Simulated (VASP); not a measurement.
Write the native input for VASP 6.6.1 that does the following.

```
Task                    : density of states
Functional              : PBE
Potentials or basis     : VASP PAW PBE potentials, release 64 (Hg, Te)
Cutoff                  : 520 eV
k mesh                  : 12 × 12 × 12
Occupations             : fermi-dirac, width 0.08 eV
Spin                    : no spin polarisation
Dipole correction       : no
k mesh for the DOS      : 18 × 18 × 18
Occupations for the DOS : tetrahedron
Further INCAR settings  : ALGO = Fast; EDIFF = 1e-06; NBANDS = 16
```

Crystal: HgTe.

```
Hg Te
1.0
     0.00000    2.92150    2.92150
     2.92150    0.00000    2.92150
     2.92150    2.92150    0.00000
Hg Te
1 1
Direct
  0.00000 0.00000 0.00000
  0.50000 0.50000 0.50000
```

Measurements of this composition are mostly on another form, of space group No. 216.

These files were run (other wordings do the same):

POSCAR

```
HgTe
1.0
    0.0000000000      2.9215000000      2.9215000000
    2.9215000000      0.0000000000      2.9215000000
    2.9215000000      2.9215000000      0.0000000000
Hg Te
1 1
Direct
    0.0000000000      0.0000000000      0.0000000000
    0.5000000000      0.5000000000      0.5000000000
```

INCAR.step1

```
SYSTEM = HgTe
ALGO = Fast
EDIFF = 1E-6
ENCUT = 520
GGA = PE
ISIF = 2
ISMEAR = -1
LASPH = .TRUE.
LCHARG = .TRUE.
LREAL = .FALSE.
LWAVE = .FALSE.
NBANDS = 16
NELM = 100
PREC = Accurate
SIGMA = 0.08
```

KPOINTS.step1

```
k-points
0
G
  12 12 12
  0 0 0
```

INCAR.step2

```
SYSTEM = HgTe
ALGO = Fast
EDIFF = 1E-6
ENCUT = 520
GGA = PE
ICHARG = 11
ISIF = 2
ISMEAR = -5
LASPH = .TRUE.
LCHARG = .FALSE.
LORBIT = 11
LREAL = .FALSE.
LWAVE = .FALSE.
NBANDS = 16
NEDOS = 1001
NELM = 100
PREC = Accurate
SIGMA = 0.08
```

KPOINTS.step2

```
k-points
0
G
  18 18 18
  0 0 0
```

Potentials or basis: VASP PAW PBE potentials, release 64 (Hg, Te).

Run with:

```console
$ cat potpaw_PBE.64/Hg/POTCAR potpaw_PBE.64/Te/POTCAR > POTCAR
$ cp INCAR.step1 INCAR
$ cp KPOINTS.step1 KPOINTS
$ mpirun -np 1 vasp_std > vasp.out
$ cp INCAR.step2 INCAR
$ cp KPOINTS.step2 KPOINTS
$ mpirun -np 1 vasp_std > vasp.out
```

Results of the run:

```yaml
Valence_electrons_inside_the_program's_atomic_spheres: Hg 10.54; Te 3.38
```

Run time: 41 s on 1 thread of Intel(R) Xeon(R) 6975P-C (Granite Rapids) (shared host), peak memory 0.29 GiB.
